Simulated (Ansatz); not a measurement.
Runs of Ansatz 0.2.0 on HfN. The structure is hexagonal, space group P6/mmm (No. 191). The conventional cell has a = 3.433 Å, b = 3.433 Å, c = 3.970 Å, α = 90.00°, β = 90.00°, γ = 120.00°. Around Hf (site symmetry 6/mmm) lie 2 N at 1.98 Å. Around N (site symmetry 6/mmm) lie 2 Hf at 1.98 Å. The cell was built by a generator and needn't be a form met in nature.

```csv
share of exact exchange,gap on the mesh (eV),pressure (GPa)
0.25,none,(a)
0.1,none,-1.2
0.5,none,-3.7
0.15,none,-1.2
0.2,none,-1.2
```

Alike in all rows: task single point; level HSE06 form with a typed share of exact exchange; potentials or basis Ansatz PAW; no spin polarisation; cell as given; k mesh 5 × 5 × 4; cutoff (eV) 420; smearing fermi-dirac 0.05 eV; the mesh is coarse, so values aren't converged.

Problem. Fill in the values left out.

Solution. (a) -0.8.

Caveats: all runs use coarse meshes; the PAW data sets come from PBE, with cores solved anew for the run's functional, which leaves a small shift of forces and pressure; the thresholds are loose for stress.

A k mesh can miss the band edges, and the runs leave out spin-orbit coupling on Hf.

A gap of «none» marks a metal or a gap under the smearing width.
